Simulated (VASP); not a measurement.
# PbF2 (Fluorocronite): F into a neighbouring F vacancy, part 3 of 5

Aim: the barrier for one hop in PbF2 (Fluorocronite): F into a neighbouring F vacancy. The start is a cell from a database of measured crystal structures.

VASP 6.6.1; PBEsol; plane waves and PAW (Pb, F).

So far. Step 2 (Relax the host): The run ended after 2 ionic steps, 0.020 eV below its first step, once forces and stress met EDIFFG = -0.02.

The database entry behind the starting cell differs from later determinations by our own check (0.1 to 0.3 % short, probably kX units), so it need not match the best structure at ambient conditions.

## Step 3: Relax the start (continued)

Relaxation path:

| step | energy less that of the first step (eV) | largest force (eV/Å) |
| --- | --- | --- |
| 1 | 0.0000 | 1.0205 |
| 2 | -0.2396 | 0.6639 |
| 3 | -0.3804 | 0.3967 |
| 4 | -0.4177 | 0.2146 |
| 5 | -0.4386 | 0.1654 |
| 6 | -0.4485 | 0.0704 |
| 7 | -0.4513 | 0.0682 |
| 8 | -0.4542 | 0.0452 |

The atoms that moved most (Å):

| atom | dx | dy | dz | length |
| --- | --- | --- | --- | --- |
| Pb10 | -0.064 | -0.072 | 0.076 | 0.123 |
| Pb5 | 0.069 | -0.041 | -0.050 | 0.095 |
| F15 | 0.012 | 0.093 | -0.010 | 0.094 |
| F18 | 0.092 | -0.007 | -0.009 | 0.093 |
| Pb11 | 0.014 | 0.065 | 0.058 | 0.088 |
| F28 | -0.078 | 0.019 | 0.034 | 0.087 |
| Pb8 | -0.043 | 0.032 | -0.064 | 0.084 |
| F35 | 0.038 | 0.019 | -0.065 | 0.078 |

The relaxed structure:

```xyz
35
Lattice="0.0000 5.8514 5.8514 5.8514 0.0000 5.8514 8.7771 8.7771 0.0000" Properties=species:S:1:pos:R:3 pbc="T T T"
Pb   -0.0055    0.0020   -0.0033
Pb    2.9282    2.9316   -0.0002
Pb    5.8467    5.8512   -0.0033
Pb    2.9431    0.0002    2.9203
Pb    5.9053    2.8810    2.8656
Pb    8.7581    5.8561    2.9380
Pb   -0.0111    2.9352    2.9170
Pb    2.8768    5.9091    2.8818
Pb    5.8515    8.7520    2.9431
Pb    2.8530    2.8583    5.9317
Pb    5.9080    5.8938    5.9015
Pb    8.8125    8.8068    5.7924
F     7.3123    7.3018    4.4330
F    10.2327   10.2303    4.4172
F     7.3250    4.4626    7.3026
F    10.1867    7.3184    7.3177
F    13.1364   10.2477    7.3202
F     4.4643    7.3220    7.2948
F     7.3152   10.1782    7.3223
F    10.2433   13.1306    7.3197
F     7.3222    7.3297   10.1621
F    10.2296   10.2320   10.2341
F    13.1665   13.1737   10.2254
F     1.4684    1.4773    1.4537
F     4.3746    4.3844    1.5208
F     7.3186    7.3155    1.4584
F     4.3950    1.5127    4.3774
F     7.2406    4.3754    4.3984
F    10.2443    7.3267    4.3784
F     1.5237    4.4023    4.3813
F     4.3862    7.2482    4.3970
F     7.3226   10.2371    4.3732
F     4.3997    4.3954    7.2447
F     7.2684    7.2631    7.3568
F    10.2752   10.2726    7.2737
```

A gap read on the k-mesh alone can miss the band edges.

This step gave:

```
electronic cycles              : 72
electrons                      : 208
free energy (TOTEN)            : -179.0056 eV
Fermi energy                   : 0.9608 eV
gap on the k-mesh              : 3.675 eV
least direct gap on the k-mesh : 3.691 eV
```

The run ended after 8 ionic steps, 0.454 eV below its first step, once the forces on the free atoms met EDIFFG = -0.05.

## Step 4: Relax the end

The end state is relaxed in the same way, so that both ends share their errors.

This cell carries charge +1, set by NELECT and balanced by a uniform background.

INCAR

```
SYSTEM = Pb12F23
PREC = Normal
ENCUT = 400
EDIFF = 1E-05
NELM = 120
ISMEAR = 0
SIGMA = 0.05
LREAL = Auto
ALGO = Fast
GGA = PS
NELECT = 208
LORBIT = 11
LWAVE = .FALSE.
LCHARG = .FALSE.
NCORE = 6
IBRION = 2
NSW = 60
ISIF = 2
EDIFFG = -0.05
POTIM = 0.4
MAXMIX = 40
ISYM = 0
```

POSCAR

```
Pb12F23
1.0
    0.0000000000      5.8514291068      5.8514291068
    5.8514291068      0.0000000000      5.8514291068
    8.7771436602      8.7771436602      0.0000000000
Pb F
12 23
Direct
   -0.0047389609     -0.0004369324      0.0011638491
   -0.0043634490      0.0020099558      0.3359887038
    0.0008826457      0.0020299497      0.6656420777
   -0.0012556904      0.4988132794      0.0008684573
   -0.0014313518      0.5037073409      0.3319317520
   -0.0094247964      0.5009953027      0.6694756451
    0.5015895163     -0.0050106459      0.0047460787
    0.5017071780     -0.0045807379      0.3335372661
    0.5011790455      0.0006393209      0.6650874000
    0.5008658602      0.4985307547      0.0000559564
    0.4992727335      0.4974788304      0.3330894069
    0.4962004571      0.5000640644      0.6666388024
    0.3723270665      0.3774886980      0.5849941009
    0.3730159910      0.3762028823      0.9170303554
    0.3727748519      0.8732627085      0.2521269577
    0.3707619644      0.8756283911      0.5848132984
    0.3786524923      0.8769095686      0.9133417574
    0.8736290314      0.3690639524      0.2512787353
    0.8761355688      0.3730555234      0.5846260805
    0.8776677547      0.3747253419      0.9154156953
    0.8775942103      0.8731207175      0.2527650954
    0.8756732242      0.8740789781      0.5825974552
    0.8750601575      0.8755344526      0.9165581389
    0.1282910588      0.1197445005      0.0830297245
    0.3803461057      0.3741564730      0.2478891384
    0.1228396916      0.1239740088      0.7518074306
    0.1196498482      0.6264560786      0.0889058986
    0.1238240241      0.6208619540      0.4176488455
    0.1260229444      0.6281684099      0.7482719757
    0.6187934179      0.1313491202      0.0812929960
    0.6299478705      0.1206267100      0.4158965581
    0.6253672608      0.1308822560      0.7473281177
    0.6203651847      0.6309090856      0.0839969743
    0.6239474290      0.6217266638      0.4173146732
    0.6196467627      0.6293412321      0.7513604082
```

KPOINTS

```
Automatic mesh
0
Gamma
2 2 1
0 0 0
```

The projector-augmented-wave data sets are Pb and F (PBE family, release 64).

Started as:

```console
$ mpirun -np 6 vasp_std
```

The program printed:

```text
[banner, memory and clock lines left out]
running    6 mpi-ranks, on    1 nodes
 distrk:  each k-point on    6 cores,    1 groups
 distr:  one band on    6 cores,    1 groups

 POSCAR found type information on POSCAR PbF
 POSCAR found :  2 types and      35 ions
 [... a notice as in an earlier step ...]

 [... a notice as in an earlier step ...]

 LDA part: xc-table for (Slater+PW92), standard interpolation
 [... a notice as in an earlier step ...]

 POSCAR, INCAR and KPOINTS ok, starting setup
 FFT: planning ... GRIDC
 FFT: planning ... GRID_SOFT
 FFT: planning ... GRID
 WAVECAR not read
 entering main loop
       N       E                     dE             d eps       ncg     rms          rms(c)
DAV:   1     0.155809701980E+04    0.15581E+04   -0.88219E+04  1016   0.122E+03
DAV:   2    -0.327250574337E+02   -0.15908E+04   -0.15279E+04  1232   0.312E+02
DAV:   3    -0.193296100381E+03   -0.16057E+03   -0.15925E+03  1120   0.105E+02
DAV:   4    -0.196526603644E+03   -0.32305E+01   -0.32170E+01  1192   0.154E+01
DAV:   5    -0.196620013949E+03   -0.93410E-01   -0.93352E-01  1180   0.234E+00BRMIX: very serious problems
 the old and the new charge density differ
 old charge density:   209.00000 new  208.00000
    0.409E+01
RMM:   6    -0.178507243394E+03    0.18113E+02   -0.73475E+01   992   0.222E+01    0.251E+01
RMM:   7    -0.178648300283E+03   -0.14106E+00   -0.12120E+01  1048   0.548E+00    0.172E+01
RMM:   8    -0.178452430736E+03    0.19587E+00   -0.17824E+00   992   0.395E+00    0.688E+00
RMM:   9    -0.178521310331E+03   -0.68880E-01   -0.73354E-01  1157   0.156E+00    0.291E+00
RMM:  10    -0.178529542453E+03   -0.82321E-02   -0.87917E-02  1092   0.558E-01    0.138E+00
RMM:  11    -0.178526044339E+03    0.34981E-02   -0.24695E-02   995   0.355E-01    0.167E-01
RMM:  12    -0.178527039109E+03   -0.99477E-03   -0.73834E-03  1110   0.167E-01    0.275E-01
RMM:  13    -0.178527096749E+03   -0.57640E-04   -0.13353E-03   993   0.103E-01    0.100E-01
RMM:  14    -0.178527215766E+03   -0.11902E-03   -0.39268E-04  1030   0.388E-02    0.483E-02
RMM:  15    -0.178527224208E+03   -0.84425E-05   -0.72818E-05   840   0.155E-02
   1 F= -.17852722E+03 E0= -.17852722E+03  d E =-.178527E+03
 curvature:   0.00 expect dE= 0.000E+00 dE for cont linesearch  0.000E+00
 trial: gam= 0.00000 g(F)=  0.319E+00 g(S)=  0.000E+00 ort = 0.000E+00 (trialstep = 0.100E+01)
 search vector abs. value=  0.319E+00
 bond charge predicted
       N       E                     dE             d eps       ncg     rms          rms(c)
DAV:   1    -0.178707115863E+03   -0.17990E+00   -0.39648E+01  1088   0.232E+01    0.186E+00
RMM:   2    -0.178789446280E+03   -0.82330E-01   -0.10850E+00   995   0.336E+00    0.151E+00
RMM:   3    -0.178787138235E+03    0.23080E-02   -0.95612E-02  1029   0.884E-01    0.244E+00
RMM:   4    -0.178784204859E+03    0.29334E-02   -0.16705E-02  1026   0.351E-01    0.893E-01
RMM:   5    -0.178783509737E+03    0.69512E-03   -0.23065E-02   992   0.424E-01    0.306E-01
RMM:   6    -0.178783596988E+03   -0.87251E-04   -0.37876E-03  1003   0.158E-01    0.180E-01
RMM:   7    -0.178783765888E+03   -0.16890E-03   -0.10676E-03  1074   0.659E-02    0.637E-02
RMM:   8    -0.178783786807E+03   -0.20919E-04   -0.21309E-04  1110   0.249E-02    0.597E-02
RMM:   9    -0.178783788509E+03   -0.17020E-05   -0.13978E-05   600   0.850E-03
   2 F= -.17878379E+03 E0= -.17878379E+03  d E =-.256564E+00
[... from here on, the cycles between the ionic steps are left out ...]
   3 F= -.17892038E+03 E0= -.17892038E+03  d E =-.393152E+00
   4 F= -.17892060E+03 E0= -.17892060E+03  d E =-.393373E+00
   5 F= -.17896085E+03 E0= -.17896085E+03  d E =-.402522E-01
   6 F= -.17898625E+03 E0= -.17898625E+03  d E =-.656491E-01
   7 F= -.17898671E+03 E0= -.17898671E+03  d E =-.661105E-01
   8 F= -.17899792E+03 E0= -.17899792E+03  d E =-.112079E-01
   9 F= -.17900106E+03 E0= -.17900106E+03  d E =-.143492E-01
 curvature:  -1.87 expect dE=-0.406E-02 dE for cont linesearch -0.577E-06
 trial: gam= 0.25908 g(F)=  0.218E-02 g(S)=  0.000E+00 ort =-0.565E-04 (trialstep = 0.201E+01)
 search vector abs. value=  0.284E-02
 bond charge predicted
       N       E                     dE             d eps       ncg     rms          rms(c)
DAV:   1    -0.178999226190E+03    0.18297E-02   -0.24150E+00  1000   0.580E+00    0.328E-01
RMM:   2    -0.179004748960E+03   -0.55228E-02   -0.58626E-02   992   0.804E-01    0.222E-01
RMM:   3    -0.179004639079E+03    0.10988E-03   -0.41554E-03  1024   0.200E-01    0.198E-01
RMM:   4    -0.179004563787E+03    0.75293E-04   -0.10191E-03  1042   0.770E-02    0.728E-02
RMM:   5    -0.179004562852E+03    0.93474E-06   -0.22798E-04  1068   0.334E-02    0.589E-02
RMM:   6    -0.179004567059E+03   -0.42070E-05   -0.63268E-05   835   0.164E-02
  10 F= -.17900457E+03 E0= -.17900457E+03  d E =-.350970E-02
 trial-energy change:   -0.003510  1 .order   -0.003504   -0.004351   -0.002657
 step:   5.1685(harm=  5.1685)  dis= 0.01124  next Energy=  -179.006647 (dE=-0.559E-02)
 reached required accuracy - stopping structural energy minimisation
```

The job ended after 5.7 min (6 MPI ranks of AMD EPYC 7R43, shared host; peak memory 0.89 GiB; 34 min of CPU time).

Parts of OUTCAR (step 4):

```text
NELECT = 208

 ion  position               nearest neighbor table
   1  0.995  1.000  0.001-  23 2.51  27 2.52  26 2.53  20 2.54  24 2.54  30 2.54  21 2.55  17 2.59
                             7 4.08   5 4.10   8 4.11  10 4.11   4 4.13   3 4.13   6 4.13
   2  0.996  0.002  0.336-  31 2.47  18 2.48  22 2.50  21 2.51  15 2.55  24 2.56  28 2.58   9 4.09
                            11 4.10   3 4.11   8 4.13   4 4.14   5 4.14   5 4.14
   3  0.001  0.002  0.666-  16 2.50  19 2.51  26 2.52  29 2.53  32 2.54  23 2.54  22 2.55   6 4.11
                             2 4.11  12 4.13   9 4.13   1 4.13   8 4.13
   4  0.999  0.499  0.001-  20 2.52  14 2.53  18 2.54  23 2.55  33 2.56  29 2.56  24 2.56  27 2.57
                             7 4.11  10 4.13  11 4.13   5 4.13   1 4.13  12 4.13   2 4.14   6 4.14
   5  0.999  0.504  0.332-  27 2.46  21 2.50  28 2.51  34 2.53  19 2.56  18 2.57  25 2.58   8 4.09
                             1 4.10  11 4.13   4 4.13   2 4.14  10 4.14   2 4.14
   6  0.991  0.501  0.669-  20 2.49  19 2.50  35 2.51  22 2.52  26 2.55  28 2.55  29 2.57  13 2.58
                            10 4.08   9 4.09   3 4.11  12 4.11   1 4.13   4 4.14
   7  0.502  0.995  0.005-  33 2.46  30 2.49  15 2.51  24 2.52  23 2.52  17 2.56  14 2.58  32 2.61
                             1 4.08   8 4.08  11 4.10   4 4.11  10 4.14
   8  0.502  0.995  0.334-  15 2.52  34 2.52  21 2.54  16 2.55  31 2.55  30 2.56  25 2.56   7 4.08
                             5 4.09   1 4.11  12 4.12   2 4.13  11 4.13   3 4.13   9 4.14
   9  0.501  0.001  0.665-  35 2.51  17 2.52  31 2.53  22 2.53  16 2.54  13 2.55  32 2.55  26 2.56
                             2 4.09   6 4.09  11 4.12  12 4.12   3 4.13   8 4.14
  10  0.501  0.499  0.000-  30 2.48  25 2.51  35 2.52  14 2.53  20 2.55  33 2.55  17 2.56  27 2.58
                             6 4.08   1 4.11  11 4.12   4 4.13   7 4.14   5 4.14
  11  0.499  0.497  0.333-  25 2.50  33 2.53  18 2.53  34 2.54  28 2.54  15 2.54  31 2.55  13 2.55
                             7 4.10   2 4.10   9 4.12  10 4.12   5 4.13   4 4.13   8 4.13  12 4.14
  12  0.496  0.500  0.667-  13 2.49  32 2.49  29 2.50  34 2.53  16 2.54  14 2.54  35 2.57  19 2.57
                             6 4.11   8 4.12   9 4.12   3 4.13   4 4.13  11 4.14
  13  0.372  0.377  0.585-  12 2.49   9 2.55  11 2.55   6 2.58
  14  0.373  0.376  0.917-   4 2.53  10 2.53  12 2.54   7 2.58
  15  0.373  0.873  0.252-   7 2.51   8 2.52  11 2.54   2 2.55
  16  0.371  0.876  0.585-   3 2.50  12 2.54   9 2.54   8 2.55
  17  0.379  0.877  0.913-   9 2.52   7 2.56  10 2.56   1 2.59
  18  0.874  0.369  0.251-   2 2.48  11 2.53   4 2.54   5 2.57
  19  0.876  0.373  0.585-   6 2.50   3 2.51   5 2.56  12 2.57
  20  0.878  0.375  0.915-   6 2.49   4 2.52   1 2.54  10 2.55
  21  0.878  0.873  0.253-   5 2.50   2 2.51   8 2.54   1 2.55
  22  0.876  0.874  0.583-   2 2.50   6 2.52   9 2.53   3 2.55
  23  0.875  0.876  0.917-   1 2.51   7 2.52   3 2.54   4 2.55
  24  0.128  0.120  0.083-   7 2.52   1 2.54   4 2.56   2 2.56
  25  0.380  0.374  0.248-  11 2.50  10 2.51   8 2.56   5 2.58
  26  0.123  0.124  0.752-   3 2.52   1 2.53   6 2.55   9 2.56
  27  0.120  0.626  0.089-   5 2.46   1 2.52   4 2.57  10 2.58
[...]
34  0.624  0.622  0.417-   8 2.52  12 2.53   5 2.53  11 2.54
  35  0.620  0.629  0.751-   6 2.51   9 2.51  10 2.52  12 2.57

 Found      4 irreducible k-points:

 E-fermi :   0.9348

 k-point     1 :       0.0000    0.0000    0.0000
  band No.  band energies     occupation
    ...
    100       0.5236      2.00000
    101       0.5426      2.00000
    102       0.5728      2.00000
    103       0.5925      2.00000
    104       0.6403      2.00000
    105       4.3157      0.00000
    106       5.1357      0.00000
    107       5.3551      0.00000
    108       5.4780      0.00000
    109       5.5155      0.00000
    ...

 k-point     2 :       0.5000    0.0000    0.0000
  band No.  band energies     occupation
    ...
    100       0.5364      2.00000
    101       0.5564      2.00000
    102       0.5846      2.00000
    103       0.6494      2.00000
    104       0.6586      2.00000
    105       4.7560      0.00000
    106       5.4645      0.00000
    107       5.5997      0.00000
    108       5.7029      0.00000
    109       5.8301      0.00000
    ...

  Total      -34.5657801    -34.6658717    -34.4675653      0.1607135      0.0946097     -0.0344089
  in kB      -92.1403477    -92.4071573    -91.8785414      0.4284062      0.2521967     -0.0917220
  external PRESSURE =     -92.1420155 kB  Pullay stress =       0.0000000 kB

 POSITION                                       TOTAL-FORCE (eV/Angst)
 -----------------------------------------------------------------------------------
      8.74960      8.74481      0.04818         0.010094      0.016567      0.000330
      8.73022      8.73032     11.64158        -0.018538      0.000634     -0.034703
     11.77642     11.76854     11.62161         0.017704     -0.002824     -0.039405
      2.92124      5.86911      8.75208         0.011657     -0.005551     -0.007217
      5.89429      8.73009      8.81735         0.024403     -0.023147      0.030066
      8.79031     11.68056      8.77144        -0.017567      0.028161      0.010247
      0.02323      2.92292      2.90280        -0.006454     -0.013254     -0.007571
      8.71822      5.90136      8.82282        -0.005166      0.014002      0.019783
     11.70115      8.77793      8.77629         0.004204     -0.010029     -0.002656
      2.93270      2.92306      5.84179         0.004269     -0.000850      0.015296
      5.84224      5.84392      5.84690         0.016146      0.011604      0.005127
      8.78713      8.76866      5.84073        -0.017328      0.009513      0.001218
      7.32246      7.30112      4.38503        -0.020151     -0.002201      0.022617
     10.25115     10.22743      4.37905        -0.006723      0.022792      0.002842
      7.37399      4.40444      7.29386         0.007691     -0.004494     -0.005705
     10.23974      7.23958      7.32711        -0.000481     -0.003684     -0.020801
     13.17382     10.21904      7.32778        -0.024580      0.028645      0.006554
      4.38310      7.37752      7.28467         0.027392      0.014503      0.010132
      7.27014     10.23792      7.32105        -0.011455     -0.007405     -0.018162
     10.23916     13.17054      7.31683         0.011403     -0.032584      0.017915
      7.36024      7.37138     10.18860        -0.004598     -0.002893     -0.006711
     10.22947     10.22566     10.28549         0.014851      0.010698      0.011664
     13.13006     13.13224     10.27840         0.006351     -0.005609     -0.028894
      1.46388      1.47532      1.41164         0.014064     -0.007871      0.016677
      4.39484      4.40418      4.32582         0.002245     -0.006429     -0.000702
      7.32698      7.32011      1.42028        -0.024690     -0.027102      0.028509
      4.45718      1.46764      4.37256        -0.026307     -0.004092      0.008665
      7.30005      4.31543      4.38260        -0.001044     -0.001224      0.020075
     10.27751      7.31102      4.38125         0.003904      0.014157     -0.012279
      1.46749      4.43027      4.37842        -0.000083      0.002958      0.008721
      4.30482      7.31238      4.39316         0.009194     -0.020659      0.009736
      7.31988     10.26021      4.38900         0.017242      0.010639     -0.022694
      4.41161      4.39322      7.31029        -0.009214      0.007586     -0.022365
      7.29467      7.30719      7.38182         0.004193     -0.011494     -0.004440
     10.25383     10.23127      7.31581        -0.012628      0.000938     -0.011868
 -----------------------------------------------------------------------------------
    total drift:                                0.012906      0.016941     -0.075538

  FREE ENERGIE OF THE ION-ELECTRON SYSTEM (eV)
  ---------------------------------------------------
  free  energy   TOTEN  =      -179.0045670591 eV

  energy  without entropy=     -179.0045670591  energy(sigma->0) =     -179.00456706

 total charge
# of ion       s       p       d       tot
------------------------------------------
    1        1.858   0.647   0.149   2.654
    2        1.842   0.691   0.159   2.692
    3        1.838   0.694   0.156   2.688
    4        1.857   0.617   0.140   2.614
    5        1.840   0.686   0.158   2.684
    6        1.856   0.613   0.138   2.607
    7        1.857   0.617   0.140   2.613
    8        1.842   0.685   0.157   2.684
    9        1.856   0.613   0.138   2.607
   10        1.855   0.608   0.136   2.599
   11        1.856   0.611   0.137   2.604
   12        1.855   0.607   0.136   2.597
   13        1.776   4.328   0.000   6.103
   14        1.776   4.329   0.000   6.105
   15        1.776   4.328   0.000   6.104
   16        1.776   4.326   0.000   6.102
   17        1.776   4.331   0.000   6.106
   18        1.776   4.328   0.000   6.104
   19        1.776   4.326   0.000   6.102
   20        1.776   4.330   0.000   6.106
   21        1.778   4.335   0.000   6.112
   22        1.776   4.328   0.000   6.104
   23        1.777   4.333   0.000   6.109
   24        1.776   4.332   0.000   6.108
   25        1.776   4.328   0.000   6.104
   26        1.776   4.333   0.000   6.109
   27        1.776   4.330   0.000   6.106
   28        1.776   4.333   0.000   6.109
   29        1.776   4.331   0.000   6.107
   30        1.776   4.330   0.000   6.106
   31        1.776   4.333   0.000   6.110
   32        1.776   4.330   0.000   6.106
   33        1.776   4.329   0.000   6.105
   34        1.776   4.332   0.000   6.109
   35        1.776   4.329   0.000   6.105
--------------------------------------------------
tot         63.064 107.280   1.743 172.086

[... 6 parts as in an earlier step ...]

[... 3 further parts left out ...]
```

(Part 3 of 5 ends here.)

[Lines on the potential files, build, host, timing and source positions are cut from VASP's logs without a mark.]

[Logs are printed without paths, hosts, clocks, repeated set-up lines and the standing remarks that a program may print on its own settings, such as how far it seeks lower states.]

[Hosts, paths, dates, database ids (printed as entryN), source tags and the programs' standing remarks are cut or masked in the printed files.]

[Runs that stopped without an error message from VASP are left out.]
